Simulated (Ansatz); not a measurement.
Ansatz input

```yaml
crystal:
  lattice:
    - [-2.171337085, 2.171337085, 2.171337085]
    - [2.171337085, -2.171337085, 2.171337085]
    - [2.171337085, 2.171337085, -2.171337085]
  atoms:
    - { symbol: La, position: [0.0, 0.0, 0.0] }
hamiltonian:
  xc: revpbe
  pseudopotentials:
    kind: paw
    azcp:
      La: "pseudopotentials/La.paw.azcp"
basis:
  ecutwfc: 420
  fft_grid_basis: typed
kpoints:
  mp_grid: { grid: [12, 12, 12], shift: [0, 0, 0] }
magnetization:
  spin_polarized: false
scf:
  occupations: { method: fermi_dirac, width: 0.1 }
  lower_state_search: "off"
output:
  stress: true
```

Terminal output

```
Engine: ansatz 0.2.0, aarch64-unknown-linux-gnu
Pseudopotentials: kind: paw
Pseudopotential: La, paw, valence charge 11, recommended cutoff 420 eV (normal) 
Functional definition: revPBE
  parameter kappa = 1.245
  parameter beta = 0.06672455060314922
  exchange = pbe_x(kappa = kappa, mu = beta*pi^2/3)
  correlation = pbe_c(beta = beta)
Crystal: 1 atoms, lattice volume = 40.949 Å³
Basis set: ecut = 420 eV, 791 PW (Γ)
Bands: 10, of which v1, the nominal top of the filled ones, is band 6 counted from 1 (5 counted from 0)
Symmetry: 48 space group operations
Space group: Im-3m (ITA 229), of the structure as read, at distance tolerance 3.4e-5 Å
k-points: 72 of 1728
Non-local potential: La, projectors of the file, l = 0: 3, l = 1: 2, l = 2: 2, l = 3: 3
PAW form: soft (Blöchl's): semilocal exchange-correlation on the pseudo side does not see the compensation charge
PAW frozen core: La, regenerated for the run's functional, and the local potential with it (the file was generated under x = pbe(κ = 0.804, μ = 0.2195149727645171), c = pbe(β = 0.06672455060314922))
PAW one-centre angular grid: La, 590 points (default); XC on 64 Gauss nodes
Initial density: superposition of atomic densities (neutral atoms: chi_scale 0, normalization atom), corrected by the library's trained network
Initial wavefunctions: pseudopotential atomic-orbital guess
Functional: x = revpbe(κ = 1.245, μ = 0.2195149727645171), c = pbe(β = 0.06672455060314922)
SCF iter   1: F=—  HF=-6256.885091 eV  |F-HF|=—  |Δ(HF+E_count)|=         —  Δρ=2.56e-3  dr2=1.26e-3  ethr=1.77e-3  ⟨swp⟩=3.7  Hψ=3260  notcnv=0
SCF iter   2: F=—  HF=-6256.886202 eV  |F-HF|=—  |Δ(HF+E_count)|=   1.11e-3  Δρ=1.40e-3  dr2=3.27e-4  ethr=1.14e-5  ⟨swp⟩=2.4  Hψ=1669  notcnv=0
SCF iter   3: F=—  HF=-6256.886869 eV  |F-HF|=—  |Δ(HF+E_count)|=   6.68e-4  Δρ=2.83e-4  dr2=2.15e-5  ethr=2.98e-6  ⟨swp⟩=2.0  Hψ=1164  notcnv=0
SCF iter   4: F=—  HF=-6256.886899 eV  |F-HF|=—  |Δ(HF+E_count)|=   2.92e-5  Δρ=5.85e-5  dr2=1.47e-6  ethr=1.96e-7  ⟨swp⟩=2.8  Hψ=1165  notcnv=0
iter 5 did not close the SCF: its close was put off for the readings that it lacked (scf_convergence_deferred on its scf_iter line)
SCF iter   5: F=-6256.886899 eV  HF=-6256.886899 eV  |F-HF|=2.77e-8  |Δ(HF+E_count)|=   5.16e-7  Δρ=1.37e-5  dr2=8.65e-8  ethr=1.33e-8  ⟨swp⟩=1.8  Hψ=835  notcnv=0
SCF iter   6: F=-6256.886899 eV  HF=-6256.886899 eV  |F-HF|=1.14e-9  |Δ(HF+E_count)|=   4.87e-8  Δρ=3.25e-6  dr2=2.22e-9  ethr=7.87e-10  ⟨swp⟩=3.1  Hψ=2658  notcnv=0
SCF 1 converged in 6 iterations: F = -6256.886899 eV  dr2 = 2.22e-9
SCF converged after 6 iterations
Free energy (F): -6256.886899 eV
Harris-Foulkes:  -6256.886899 eV  (|F-HF|=1.14e-9)
Internal energy: -6256.796985 eV  (E = F + TS)
E sigma→0 (E₀):  -6256.841942 eV
Entropy (-TS):   -0.089914 eV (-89.914 meV/atom)
Fermi energy:    9.930289 eV
--- Per-component energies (eV) ---
  E_band       = -59.077573
  E_kinetic    = 191.432250
  E_local      = -366.322043  (includes V_loc(G=0)·N_el)
  E_nonlocal   = 94.122103
  E_hartree    = 115.185264
  E_xc         = -138.678571
  E_vxc        = -146.365172  (∫ρ·V_xc dr)
  E_paw        = -5422.433996  (= ΣΔE_a)
  E_vpaw       = -62.315658  (= ΣTr[D̂ρ^β])
  E_aug_tail   = -0.000000  (compensation charges beyond the density's cutoff)
  E_ewald      = -730.062169
  E_core_change = -0.039821  (= ΣΔE_core)
  E_smearing   = -0.089914  (= −TS)
  E_closure    = 0.000000  (closes the sum)
  Σ components = -6256.886899   (vs F -6256.886899, Δ=0.00e0)
--- Stress (GPa, compression-positive) ---
       -0.932033       0.000000       0.000000
        0.000000      -0.932033       0.000000
        0.000000       0.000000      -0.932033
  P = ⅓ Tr σ = -0.9320 GPa (-9.320 kbar)
```
